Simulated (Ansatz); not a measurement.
Bulk crystal (Ti) after relaxation:

```xyz
2
Lattice="2.9004 0.0000 0.0000 -1.4502 2.5119 0.0000 0.0000 0.0000 4.5910" Properties=species:S:1:pos:R:3 pbc="T T T"
Ti    0.0000    1.6746    1.1477
Ti    1.4502    0.8373    3.4432
```

Miller indices refer to the conventional cell of P6_3/mmc (No. 194), a = 2.900 Å, b = 2.900 Å, c = 4.591 Å, α = 90.00°, β = 90.00°, γ = 120.00°.

The (101) slab of 10 planes, 9.2 Å thick with 15 Å of vacuum as cut; outer planes Ti (top) and Ti (bottom).

Computed with Ansatz, DFT PBEsol, scalar-relativistic, plane waves, PAW. Cutoff 420 eV; k points 12×7×1 on the computed 10-atom cell (Γ-centred); Gaussian smearing, width 0.10 eV; no spin polarisation. The cell repeats along c with a dipole correction in the vacuum.

Results for the relaxed slab:

```yaml
Surface_energy_mean_of_both_faces: 2.12 J/m²
Work_function: 4.11 eV
```

Relaxation lowers the energy by 0.065 J/m² a face; the largest move is 0.130 Å.

```
plane (bottom to top) atoms spacing to next, bulk (Å) relaxed (Å) change (%)
                    1     Ti                      0.367        0.369        +0.4
                    2     Ti                      1.836        1.710        -6.9
                    3     Ti                      0.367        0.375        +2.2
                    4     Ti                      1.836        1.866        +1.6
                    5     Ti                      0.367        0.335        -8.8
                    6     Ti                      1.836        1.866        +1.6
                    7     Ti                      0.367        0.375        +2.2
                    8     Ti                      1.836        1.710        -6.9
                    9     Ti                      0.367        0.369        +0.4
                   10     Ti
```